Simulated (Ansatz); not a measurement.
Zr: pressure against volume

Zr, P6_3/mmc, a = 3.186 Å, c = 5.112 Å. Ansatz: PBEsol, PAW, 420 eV, Γ-centred 18×18×8 mesh on 2 atoms, Gaussian smearing 0.10 eV; no spin polarisation. Shape and atoms are relaxed at each volume; pressure is positive in compression.

```tsv
V (Å³/atom)	P (GPa)
21.119	?
21.793	3.13
22.467	0.00
23.141	-2.78
23.815	-5.23
```

**Question.** Take V0 = 22.467 Å³/atom, fit the third-order Birch–Murnaghan form to the other rows, and predict the missing pressure.

**Answer.** With the Eulerian strain f = ½[(V0/V)^(2/3) − 1] and y = P/[3f(1 + 2f)^(5/2)], the form is the line y = B0 + 1.5 B0 (B0′ − 4) f. Rows (f, y): 0.01026, 96.7; -0.00976, 99.7; -0.01905, 100.8. Means f = -0.006183, y = 99.067; Σ(Δf)² = 0.0004487, ΣΔfΔy = -0.06348; the slope is their ratio. y = 98.19 − 141.5 f GPa, so B0 = 98.2 GPa and B0′ = 4 + 2 × (-141.5)/(3 × 98.19) = 3.04. At V = 21.119, f = 0.02106, y = 95.21 and P = 6.67 GPa. The run gave 6.62 GPa, so the fit is 0.05 GPa too high, a small miss on the scale of the series. The form still works here, 33 % of the fitted range beyond its end.